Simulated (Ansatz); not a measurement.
A plane-wave DFT run in Ansatz 0.2.0 (scalar-relativistic PAW potentials unless the input names others): input and command.

```yaml
crystal:
  lattice:
    - [-4.9856521339, 2.492826067, -2.492826067]
    - [-2.492826067, -2.492826067, -4.9856521339]
    - [-4.9856521339, -2.492826067, 2.492826067]
  atoms:
    - { symbol: Be, position: [0.7951872077, 0.6666666667, 0.5906677123] }
    - { symbol: Be, position: [0.4166666667, 0.6666666667, 0.75] }
    - { symbol: Be, position: [0.5594337437, 0.6666666667, 0.3638945019] }
    - { symbol: Be, position: [0.6663445765, 0.6666666667, -0.0174321641] }
    - { symbol: Be, position: [0.0381461257, 0.6666666667, 0.9093322877] }
    - { symbol: Be, position: [0.1669887568, 0.6666666667, 0.5174321641] }
    - { symbol: Be, position: [0.2738995896, 0.6666666667, 0.1361054981] }
    - { symbol: Be, position: [0.7128973107, 0.3263085569, 0.8677801413] }
    - { symbol: Be, position: [0.8322040832, 0.3223411275, 0.4947488702] }
    - { symbol: Be, position: [0.9559866069, 0.3600592065, 0.1291664174] }
    - { symbol: Be, position: [0.4607941324, 0.3263085569, 0.6322198587] }
    - { symbol: Be, position: [0.5877595317, 0.3244809365, 0.25] }
    - { symbol: Be, position: [0.0752935385, 0.3494129229, 0.75] }
    - { symbol: Be, position: [0.1839541866, 0.3600592065, 0.3708335826] }
    - { symbol: Be, position: [0.3454547893, 0.3223411275, 0.0052511298] }
    - { symbol: Be, position: [0.7580397948, -0.0160795896, 0.75] }
    - { symbol: Be, position: [0.8773467264, -0.0267258731, 0.3708335826] }
    - { symbol: Be, position: [0.3725392009, 0.0070247764, 0.8677801413] }
    - { symbol: Be, position: [0.4878785441, 0.0109922058, 0.4947488702] }
    - { symbol: Be, position: [0.6493791467, -0.0267258731, 0.1291664174] }
    - { symbol: Be, position: [0.1204360227, 0.0070247764, 0.6322198587] }
    - { symbol: Be, position: [0.2455738016, 0.0088523968, 0.25] }
    - { symbol: Be, position: [0.0011292501, 0.0109922058, 0.0052511298] }
basis:
  ecutwfc: 420
kpoints:
  mp_grid: { grid: [6, 6, 4] }
hamiltonian:
  xc: pbesol
scf:
  occupations: { method: gaussian, width: 0.1 }
  lower_state_search: light
output:
  forces: true
  eigenvalues: true
  stress: true
```

```bash
ansatz run input.yaml --threads 4 --pin off --max-ram 9216MiB --backend cpu --events-out ev --progress --plain --runs-dir out
```

Abridged log:
```
Pseudopotentials: kind: paw
Pseudopotential: Be, paw, valence charge 2, recommended cutoff 420 eV (normal)
Functional definition: PBEsol
Crystal: 23 atoms, lattice volume = 185.890 Å³
Basis set: ecut = 420 eV, 3647 PW (Γ), exchange–correlation on 90×90×90 points (8 copies of the dense FFT grid, shifted against one another)
Bands: 46, of which v1, the nominal top of the filled ones, is band 23 counted from 1 (22 counted from 0)
Symmetry: 4 space group operations
Space group: C2/m (ITA 12), of the structure as read, at distance tolerance 5.7e-5 Å
k-points: 47 of 144
Initial density: superposition of atomic densities (neutral atoms: chi_scale 0, normalization atom), corrected by the library's trained network
Initial wavefunctions: pseudopotential atomic-orbital guess
Functional: x = pbesol(κ = 0.804, μ = 0.12345679), c = pbesol(β = 0.046)
SCF iter   1: F=—  HF=-2076.561893 eV  |F-HF|=—  |Δ(HF+E_count)|=         —  Δρ=2.78e-3  dr2=4.93e-2  ethr=1.77e-3  ⟨swp⟩=8.6  Hψ=13875  notcnv=0  defer=210
SCF iter   2: F=—  HF=-2076.553582 eV  |F-HF|=—  |Δ(HF+E_count)|=   8.31e-3  Δρ=1.68e-3  dr2=1.82e-2  ethr=1.07e-4  ⟨swp⟩=1.4  Hψ=2611  notcnv=0  defer=256
SCF iter   3: F=—  HF=-2076.548208 eV  |F-HF|=—  |Δ(HF+E_count)|=   5.37e-3  Δρ=2.02e-4  dr2=1.47e-4  ethr=3.96e-5  ⟨swp⟩=2.0  Hψ=2137  notcnv=0  defer=256
SCF iter   4: F=—  HF=-2076.548160 eV  |F-HF|=—  |Δ(HF+E_count)|=   4.84e-5  Δρ=3.96e-5  dr2=3.66e-6  ethr=3.20e-7  ⟨swp⟩=2.0  Hψ=2330  notcnv=0  defer=256
SCF iter   5: F=—  HF=-2076.548173 eV  |F-HF|=—  |Δ(HF+E_count)|=   1.30e-5  Δρ=7.47e-6  dr2=1.06e-7  ethr=7.96e-9  ⟨swp⟩=2.5  Hψ=2544  notcnv=0  defer=257
SCF iter   6: F=-2076.548173 eV  HF=-2076.548173 eV  |F-HF|=1.39e-10  |Δ(HF+E_count)|=   1.59e-8  Δρ=7.78e-7  dr2=1.21e-9  ethr=2.17e-10  ⟨swp⟩=12.3  Hψ=11535  notcnv=0
SCF 1 converged in 6 iterations: F = -2076.548173 eV  dr2 = 1.21e-9
SCF converged after 6 iterations
Free energy (F): -2076.548173 eV
Harris-Foulkes:  -2076.548173 eV  (|F-HF|=1.39e-10)
Internal energy: -2076.536033 eV  (E = F + TS)
E sigma→0 (E₀):  -2076.542103 eV
Entropy (-TS):   -0.012139 eV (-0.528 meV/atom)
Fermi energy:    7.992122 eV
--- Forces (eV/Å), atoms counted from 1 ---
  atom   1  Be    -0.00463281    -0.00033446     0.00033446
  atom   2  Be     0.00000000     0.00000000     0.00000000
  atom   3  Be     0.00961549     0.00803658    -0.00803658
  atom   4  Be     0.00322171     0.00961881    -0.00961881
  atom   5  Be     0.00463281     0.00033446    -0.00033446
  atom   6  Be    -0.00322171    -0.00961881     0.00961881
  atom   7  Be    -0.00961549    -0.00803658     0.00803658
  atom   8  Be     0.00152747     0.00143973    -0.00365322
  atom   9  Be    -0.00162806     0.00545401    -0.00374676
  atom  10  Be    -0.00421376    -0.00101496     0.00176269
  atom  11  Be    -0.00152747    -0.00365322     0.00143973
  atom  12  Be     0.00000000     0.00097805     0.00097805
  atom  13  Be     0.00000000    -0.00722693    -0.00722693
  atom  14  Be     0.00421376     0.00176269    -0.00101496
  atom  15  Be     0.00162806    -0.00374676     0.00545401
  atom  16  Be     0.00000000     0.00722693     0.00722693
  atom  17  Be     0.00421376     0.00101496    -0.00176269
  atom  18  Be     0.00152747     0.00365322    -0.00143973
  atom  19  Be    -0.00162806     0.00374676    -0.00545401
  atom  20  Be    -0.00421376    -0.00176269     0.00101496
  atom  21  Be    -0.00152747    -0.00143973     0.00365322
  atom  22  Be     0.00000000    -0.00097805    -0.00097805
  atom  23  Be     0.00162806    -0.00545401     0.00374676
--- Stress (GPa, compression-positive) ---
       -3.682702      -0.208664       0.208664
       -0.208664      -1.799966      -0.119190
        0.208664      -0.119190      -1.799966
  P = ⅓ Tr σ = -2.4275 GPa (-24.275 kbar)
```

Apart from outputs, empty bands and the relaxation, which only the reference makes, the input differs from a reference run on usual settings in scf.lower_state_search: not typed → "light". The reference, at the same geometry, ended its own course with pressure -2.43 GPa, largest force 0.015 eV/Å, no gap on the mesh. This run converged in 6 SCF iterations with an energy at zero smearing within 0.01 meV/atom of the reference's, pressure -2.43 GPa, largest force 0.015 eV/Å, no gap on the mesh.

The run took 7 s on 4 threads of Intel(R) Xeon(R) Platinum 8259CL CPU @ 2.50GHz (Skylake/Cascade Lake), with other jobs on the host, peak memory 0.83 GiB.